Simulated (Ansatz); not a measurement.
# TiC: moving Ti off its site

TiC, Fm-3m, a = 4.328 Å (as given, not relaxed at this level: 0.9 GPa). Ansatz: PBE, PAW, 420 eV, Γ-centred 18×18×18 mesh on 2 atoms, Gaussian smearing 0.15 eV; no spin polarisation.

```
Ti C
1.0
     0.00000    2.16400    2.16400
     2.16400    0.00000    2.16400
     2.16400    2.16400    0.00000
Ti C
1 1
Direct
  0.00000 0.00000 0.00000
  0.50000 0.50000 0.50000
```

Atom 1 (Ti) moves by x along the unit vector (0.000, 0.000, -1.000), with its periodic images; all else is held. y is the free energy of the cell over the start, F the force along the path summed over the moved atoms. Symmetry makes y even in x.

| x (Å) | y (meV) | F (eV/Å) |
| --- | --- | --- |
| -0.3000 | 456.2 | 3.49 |
| -0.1500 | 103.3 | 1.39 |
| 0.0000 | 0.0 | 0.00 |
| 0.0375 | 6.6 | -0.35 |
| 0.0750 | 26.2 | -0.69 |
| 0.1125 | 58.3 | -1.02 |
| 0.1875 | 163.2 | -1.82 |
| 0.2250 | 240.5 | -2.31 |
| 0.2625 | ? | ? |

Fit y = c2 x² + c4 x⁴ to the energies of the other rows, give the force constant, and predict energy and force of the missing row.

Least squares on the rows shown. y = 4394.4 x² + 7452.6 x⁴. The force constant is 2 c2 = 8.79 eV/Å² (for all images moving together, not for a lone atom). With two atoms in a cubic cell this is the optical mode at Γ (in a metal it hangs on mesh and smearing): ω = 521.5 √(2 c2/μ) = 499 cm⁻¹ for μ = 9.60 u. The force −dy/dx at the missing row is -2.85 eV/Å (computed -2.86). At x = 0.2625 the fit asked for gives 338.2 meV. The run gave 337.3 meV, so the fit is 0.9 meV too high, within the rms miss on the fitted rows (0.9 meV).